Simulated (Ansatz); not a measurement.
EuO under changes of volume

One of the cells (17.013 Å³/atom); the others are scaled copies at fixed shape and fractional positions:

```xyz
2
Lattice="0.0000 2.5720 2.5720 2.5720 0.0000 2.5720 2.5720 2.5720 0.0000" Properties=species:S:1:pos:R:3 pbc="T T T"
Eu    0.0000    0.0000    0.0000
O     2.5720    2.5720    2.5720
```

* Program: Ansatz 0.2.0
* Functional: BLYP
* Dispersion: D4
* Potentials or basis: Ansatz PAW
* Cutoff: 420 eV (not typed: the program's choice for these potentials)
* k mesh: 9 × 9 × 9
* Occupations: fermi-dirac, width 0.05 eV
* Spin: collinear spin, ferromagnetic start
* Starting moments: [7.0, 0.0] μB

```tsv
volume (Å³/atom)	energy over the lowest point (meV/atom)	pressure (GPa)	moment (μB per cell)
15.992	?	?	?
16.333	0.00	-0.9	6.93
16.673	3.63	-2.7	6.94
17.013	10.89	-4.3	6.95
17.354	21.50	-5.7	6.96
17.694	34.98	-7.0	6.97
18.034	51.03	-8.2	6.98
```

**Question.** What does the run at 15.992 Å³/atom give?

**Answer.** Energy over the lowest point 0.42 meV/atom; pressure 1.2 GPa; moment 6.91 μB per cell.

Worked out: A Birch-Murnaghan fit of order 3 (a polynomial in V^(-2/3)) to the other rows has its minimum at 16.20 Å³/atom, just outside them, with B0 = V·E''(V) = 97 GPa and B' = 4.6. It gives 0.53 meV/atom at 15.992 Å³/atom, against the run's 0.42, and -dE/dV = 1.3 GPa, against 1.2. A straight line through the other rows of the moment, of slope 0.0294 μB per Å³/atom, extrapolates to 6.92 μB, against the run's 6.91.

Energies are extrapolated to zero smearing.

Caveats: a cell with one magnetic atom can't hold antiferromagnetic order, which such compounds often take; without U or exact exchange the open f shell lies at the Fermi level, which spoils levels, moments and volumes; pairwise dispersion overbinds metals, which lowers pressure and volume; the PAW data sets come from PBE, with cores solved anew for the run's functional, which leaves a small shift of forces and pressure.
